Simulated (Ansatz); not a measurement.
# Compressing AlCu: a fit and a missing row

AlCu, Pm-3m, a = 2.957 Å. The structure is a Materials Project entry; whether it is the stable form wasn't checked. Ansatz: r2SCAN, PAW, 500 eV, Γ-centred 14×14×14 mesh on 2 atoms, Gaussian smearing 0.10 eV; no spin polarisation. Symmetry fixes shape and atoms, so the cell is only scaled; pressure is positive in compression.

| V (Å³/atom) | P (GPa) |
| --- | --- |
| 11.375 | ? |
| 11.762 | 15.54 |
| 12.150 | 9.46 |
| 12.538 | 4.32 |
| 12.926 | -0.01 |
| 13.314 | -3.67 |
| 13.701 | -6.76 |
| 14.218 | -10.17 |

Problem. Take V0 = 12.926 Å³/atom, count pressures from its P0 = -0.01 GPa, fit the third-order Birch–Murnaghan form to the other rows, and predict the missing pressure.

Solution. With the Eulerian strain f = ½[(V0/V)^(2/3) − 1] and y = (P − P0)/[3f(1 + 2f)^(5/2)], the form is the line y = B0 + 1.5 B0 (B0′ − 4) f. Rows (f, y): 0.03247, 136.4; 0.02107, 135.1; 0.01026, 133.7; -0.00976, 131.3; -0.01904, 130.2; -0.03077, 129.0. Means f = 0.0007050, y = 132.62; Σ(Δf)² = 0.003005, ΣΔfΔy = 0.3564; the slope is their ratio. y = 132.5 + 118.6 f GPa, so B0 = 132.5 GPa and B0′ = 4 + 2 × (118.6)/(3 × 132.5) = 4.60. At V = 11.375, f = 0.04448, y = 137.78 and P = 22.74 GPa. The run gave 22.74 GPa, the same to the digits shown.